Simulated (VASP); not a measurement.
Here is a VASP 6.6.1 calculation.

INCAR

```
SYSTEM = BN
  PREC = Accurate
  ENCUT = 600
  EDIFF = 1E-6
  ISMEAR = 0
  SIGMA = 0.01
  LREAL = .FALSE.
  LASPH = .TRUE.
  NELM = 120
  ALGO = Normal
  ISIF = 2
  LWAVE = .FALSE.
  LCHARG = .FALSE.
  GGA = PE
  NBANDS = 11
  GGA_COMPAT = .FALSE.
```

File KPOINTS:

```
regular mesh
0
G
  10 10 10
  0 0 0
```

File POSCAR:

```
BN
1.0
    0.0000000000      1.8123266330      1.8123266330
    1.8123266330      0.0000000000      1.8123266330
    1.8123266330      1.8123266330      0.0000000000
B N
1 1
Direct
    0.0000000000      0.0000000000      0.0000000000
    0.2500000000      0.2500000000      0.2500000000
```

Potentials or basis: VASP PAW PBE potentials, release 64 (B, N).

Run with:

```console
$ cat potpaw_PBE.64/B/POTCAR potpaw_PBE.64/N/POTCAR > POTCAR
$ mpirun -np 1 vasp_std > vasp.out
```

Problem. Predict the pressure.

Solution. 0.0 GPa.

Problem. Predict the band gap on the k mesh.

Solution. 4.45 eV, indirect (least direct gap 8.78 eV).

**Measured values to compare with.**

A printed reference work, monograph reports, for a bulk crystal of BN at 300 K: band gap 6.4 eV (indirect).

Measured gap of BN: 6.4 eV (indirect; 300 K; a printed reference work, monograph). This calculation gives 4.45 eV (-1.95 eV). The value is that of PBE on a finite k mesh, which can miss the band edges, without temperature or zero-point motion. Semilocal functionals fall short of measured gaps as a rule.
